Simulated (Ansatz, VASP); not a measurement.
## Ir: VASP beside Ansatz

The input INCAR:

```
PREC = Accurate ; ENCUT = 520
EDIFF = 1E-7 ; ISMEAR = -1
SIGMA = 0.1 ; LREAL = False
LASPH = True ; NELM = 100
ALGO = Fast ; ISIF = 2
LWAVE = False ; LCHARG = True
GGA = B5 ; ALDAX = 1.0
AGGAX = 1.0 ; AGGAC = 1.0
ALDAC = 0.0 ; LELF = True
LVHAR = True ; NBANDS = 26
```

KPOINTS

```
regular mesh
0
Gamma
  15 15 4
```

The input POSCAR:

```
Ir
1.0
    2.8579400844      0.0000000000      0.0000000000
   -1.4289700422      2.4750487156      0.0000000000
    0.0000000000      0.0000000000      9.3388762052
Ir
4
Direct
    1.0000000000      1.0000000000      1.0000000000
    1.0000000000      1.0000000000      0.5000000000
    0.3333333333      0.6666666667      0.2500000000
    0.6666666667      0.3333333333      0.7500000000
```

Input for Ansatz:

```yaml
crystal:
  lattice:
    - [2.8579400844, 0.0, 0.0]
    - [-1.4289700422, 2.4750487156, 0.0]
    - [0.0, 0.0, 9.3388762052]
  atoms:
    - { symbol: Ir, position: [1.0, 1.0, 1.0] }
    - { symbol: Ir, position: [1.0, 1.0, 0.5] }
    - { symbol: Ir, position: [0.3333333333, 0.6666666667, 0.25] }
    - { symbol: Ir, position: [0.6666666667, 0.3333333333, 0.75] }
hamiltonian:
  xc: blyp
  pseudopotentials:
    kind: paw
    azcp:
      Ir: "pseudopotentials/Ir.paw.azcp"
basis:
  ecutwfc: 420
  fft_grid_basis: typed
kpoints:
  mp_grid: { grid: [15, 15, 4], shift: [0, 0, 0] }
magnetization:
  spin_polarized: false
scf:
  occupations: { method: fermi_dirac, width: 0.1 }
  lower_state_search: "off"
output:
  stress: true
```

Alike in both runs: task single point; functional BLYP; k mesh 15 × 15 × 4; occupations fermi-dirac, width 0.1 eV; no spin polarisation.

|  | VASP | Ansatz |
| --- | --- | --- |
| version | VASP 6.6.1 | Ansatz 0.2.0 |
| potentials or method | VASP PAW PBE potentials, release 64 (Ir) | plane waves (420 eV) with PAW, scalar-relativistic |
| plane-wave cutoff (eV) | 520 | 420 |
| valence electrons in the cell | 36 | 68 |

Ansatz gave:

| Property | Result |
| --- | --- |
| pressure (GPa) | -18.2 |
| largest component of the traceless stress (GPa) | 0.11 |

Q: Estimate VASP's values.

A: Pressure (GPa): -16.6; largest component of the traceless stress (GPa): 0.12.

The two sets of potentials don't hold the same shells in valence.

Caveats: so large a pressure means that the cell lies far from this level's equilibrium, or that cutoff or potentials fall short (VASP); the potentials were made for another functional, which shifts forces and pressure (VASP). The runs have no spin-orbit coupling, so splittings on Ir are missing.
